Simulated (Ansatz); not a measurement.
# WSe2: a single-point run

Wanted: a converged single-point run for WSe2, and a check of what comes out. The structure is shown as the input types it. The cell is built on a prototype (CdCl2 type) and needn't be the phase found in nature.

Program: Ansatz 0.2.0. Level of theory: density functional or hybrid calculation with the settings of its input, plane waves (as first typed). These are calculated values, not measurements.

6 further runs of the same task are left out: 1 for a known fault of the program, 5 that didn't finish.

## 1. The starting structure

It takes space group R-3m (No. 166, trigonal). The conventional cell has a = 3.287 Å, b = 3.287 Å, c = 19.492 Å, α = 90.00°, β = 90.00°, γ = 120.00°. W (site symmetry -3m) has 6 Se at 2.55 Å as nearest neighbours. Se (site symmetry 3m) is surrounded by 3 W at 2.55 Å.

As a file:

```cif
data_structure
_symmetry_space_group_name_H-M 'R-3m:H'
_symmetry_Int_Tables_number 166
_cell_length_a 3.2866
_cell_length_b 3.2866
_cell_length_c 19.4918
_cell_angle_alpha 90.000
_cell_angle_beta 90.000
_cell_angle_gamma 120.000
_cell_volume 182.34
loop_
_atom_site_label
_atom_site_type_symbol
_atom_site_symmetry_multiplicity
_atom_site_Wyckoff_symbol
_atom_site_fract_x
_atom_site_fract_y
_atom_site_fract_z
_atom_site_occupancy
W1 W 3 a 0.00000 0.00000 0.00000 1
Se1 Se 6 c 0.33333 0.66667 0.91292 1
```

## 2. Running it

File input.yaml:

```yaml
crystal:
  lattice:
    - [1.6433003395, 0.9487598934, 6.4972670243]
    - [-1.6433003395, 0.9487598934, 6.4972670243]
    - [0.0, -1.8975197868, 6.4972670243]
  atoms:
    - { symbol: W, position: [0.0, 0.0, 0.0] }
    - { symbol: Se, position: [0.2462563273, 0.2462563273, 0.2462563273] }
    - { symbol: Se, position: [0.7537436727, 0.7537436727, 0.7537436727] }
kpoints:
  mp_grid: { grid: [6, 6, 6] }
hamiltonian:
  xc: pbe
scf:
  occupations: { method: fermi_dirac, width: 0.02 }
  n_extra_bands: 4
  convergence: { dr2_threshold: 1.0 }
  max_iter: 75
output:
  forces: true
  stress: true
  eigenvalues: true
```

Command:

```sh
$ ansatz run input.yaml --threads 4 --pin off --max-ram 3686MiB --backend cpu --events-out ev --progress --plain --runs-dir out
```

Q: Will this input give a usable result? If not, why, and what should change?

This run ends as converged, with warnings (force scf threshold loose, stress scf threshold loose). Its log warns: «scf.convergence.dr2_threshold = 1e0 eV is looser than this run's default, which is 1e-7 eV or tighter. The error in the forces grows as the threshold's square root ...»

The threshold asked is loose, but the program put off the close and ended at dr2 = 4.6e-8, so little accuracy was lost here.

The test: delete scf.convergence.dr2_threshold (the default then holds).
